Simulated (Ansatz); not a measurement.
This cell of Li$_{2}$O (anti-fluorite) is off equilibrium:

```xyz
3
Lattice="0.0000 2.2900 2.2900 2.2900 0.0000 2.2900 2.2900 2.2900 0.0000" Properties=species:S:1:pos:R:3 pbc="T T T"
O      0.1532     0.1532    -0.4333
Li     1.1450     1.1450     1.1450
Li     3.4350     3.4350     3.4350
```

All values below come from PBEsol (plane waves to 420 eV, PAW, scalar-relativistic; Ansatz, an electronic-structure program). k mesh 10×10×10 (Γ-centred), Fermi-Dirac smearing 0.05 eV. The energy includes the smearing's −TS. Compression counts positive. Li2O was relaxed with its symmetry unable to fall.

Problem. What forces act on the atoms (eV/Å, Cartesian)?

Solution. 
```json
[
 {"atom": "O1", "Fx": "-1.824", "Fy": "-1.824", "Fz": "2.643"},
 {"atom": "Li2", "Fx": "-0.010", "Fy": "-0.010", "Fz": "-0.933"},
 {"atom": "Li3", "Fx": "1.833", "Fy": "1.833", "Fz": "-1.710"}
]
```

Problem. What is the stress tensor (GPa)?

Solution. 
```
   17.2      5.9     -7.6
    5.9     17.2     -7.6
   -7.6     -7.6      6.6
```
The pressure, a third of the trace, is 13.7 GPa.

Problem. In it atom 1 sits (0.153, 0.153, -0.433) Å away from its relaxed site. What is its energy relative to the relaxed cell?

Solution. 740 meV/cell.

(A displaced cell: forces are minus the slopes of the energy, force constants its curvatures, and phonons follow from these.)
